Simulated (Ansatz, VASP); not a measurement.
BN: VASP beside Ansatz

```
B N
1.0
     2.43151    0.00000    0.00000
    -1.21575    2.10575    0.00000
     0.00000    0.00000    7.12888
B N
2 2
Cartesian
  0.0000 0.0000 3.5644
  0.0000 1.4038 0.0000
  0.0000 0.0000 0.0000
  1.2158 0.7019 3.5644
```

Alike in both runs: task single point; functional PBE; dispersion D3(BJ); k mesh 12 × 12 × 4; occupations gaussian, width 0.05 eV; no spin polarisation.

|  | VASP | Ansatz |
| --- | --- | --- |
| version | VASP 6.6.1 | Ansatz 0.2.0 |
| potentials or method | VASP PAW PBE potentials, release 64 (B, N) | scalar-relativistic, plane waves, PAW |
| plane-wave cutoff (eV) | 520 | 420 |
| valence electrons in the cell | 16 | 16 |

```csv
,VASP,Ansatz,Ansatz less VASP
gap on the k mesh at the Fermi level (eV),4.61,4.62,+0.009
least direct gap on the mesh (eV),4.81,4.81,+0.003
pressure (GPa),22.8,22.8,-0.05
largest component of the traceless stress (GPa),24.70,24.47,-0.228
```

Caveats: so large a pressure means that the cell lies far from this level's equilibrium, or that cutoff or potentials fall short (VASP). A k mesh can miss the band edges. Expect the measured gap to be larger: semilocal functionals such as PBE lack the derivative discontinuity.
